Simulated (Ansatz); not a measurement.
## CdS (F-43m) on a mismatched substrate

```yaml
crystal:
  lattice:
    - [2.87826, 2.87826, 0.00000]
    - [-2.87826, 2.87826, 0.00000]
    - [0.00000, 2.87826, 2.87826]
  atoms:
    - { symbol: Cd, position: [0.00000, 0.00000, 0.00000] }
    - { symbol: S, position: [0.75000, 0.25000, 0.50000] }
```

This cell was relaxed by PAW under LDA. A film on a (001) substrate is mimicked by stretching x and y by ε∥; the length along z and the atoms then relax by PAW (default files of Ansatz 0.2.0, cutoff 420 eV, stress met within about 0.05 GPa). Stress and levels come from LDA, all-electron LAPW in Ansatz 0.2.0, scalar-relativistic; k mesh 8×8×8, fixed occupations, basis error target 0.5 meV/atom. Conduction levels are in eV over the valence top, at fixed fractional wave vectors.

```csv
ε∥ (%),ε⊥ (%),"σ∥ (GPa, tension positive)",Γ,L (oblique),X ∥ z,X ⊥ z,2nd valence level at Γ,3rd
-2.0,2.931,-1.11,0.909,2.750,3.318,3.111,0.000,-0.174
-1.0,?,?,?,?,?,?,?,?
-0.5,0.748,-0.29,0.937,2.803,3.263,3.213,0.000,-0.041
0.0,0.000,-0.03,0.945,2.815,3.247,3.247,0.000,0.000
0.5,-0.751,0.23,0.914,2.784,3.194,3.242,-0.039,-0.039
1.0,-1.515,0.47,0.884,2.752,3.143,3.239,-0.077,-0.077
2.0,-3.077,0.94,0.829,2.686,3.050,3.238,-0.147,-0.147
```

The last two columns are counted from the highest valence level at Γ.

Problem. How does the film contract along z, and how stiff is it in the plane?

Solution. Quadratic fits through the 6 rows shown have slopes dε⊥/dε∥ = -1.502 and dσ∥/dε∥ = 51.2 GPa at zero strain. Elasticity asks −2C12/C11 = -1.499 and C11 + C12 − 2C12²/C11 = 51.1 GPa, from PAW constants C11 = 81.7, C12 = 61.3 GPa. At the level of the σ∥ column the films keep up to 0.01 GPa along z against the unstrained cell, and the constants are scalar-relativistic PAW values, so part of the difference is the change of level.

Problem. Which shear deformation potential b does the valence splitting give?

Solution. Without spin-orbit coupling the single level moves against the pair by 3b(ε⊥ − ε∥): -0.0410 eV at ε⊥ − ε∥ = 0.01248 and 0.0391 eV at -0.01251, so b = -1.07 eV.

Problem. Fill the row at ε∥ = -1.0 %.

Solution. The fits give ε⊥ = 1.485 % and σ∥ = -0.55 GPa. Computed: ε⊥ (%) = 1.484, σ∥ (GPa, tension positive) = -0.55, Γ = 0.928, L (oblique) = 2.788, X ∥ z = 3.280, X ⊥ z = 3.179, 2nd valence level at Γ = 0.000, 3rd = -0.084. The levels have a kink at zero strain, where another valence state takes the top, so one parabola doesn't fit them.

Problem. How fast does the least gap among these points move on each side of zero strain?

Solution. dE_g/dε∥ is 17 meV per % on the compressed side and -62 on the stretched side, so the gap falls either way. The lowest conduction level stays at Γ.

Caveats: this zinc-blende form is metastable at ambient conditions; no spin-orbit coupling on heavy atoms; the frozen-core PAW files of the relaxations were fitted under PBE, their cores solved anew for this functional; semilocal gaps are low, and the spacing of valleys can be off by tenths of an eV; levels are read at fixed fractional k, so an edge that moves off these points is missed.
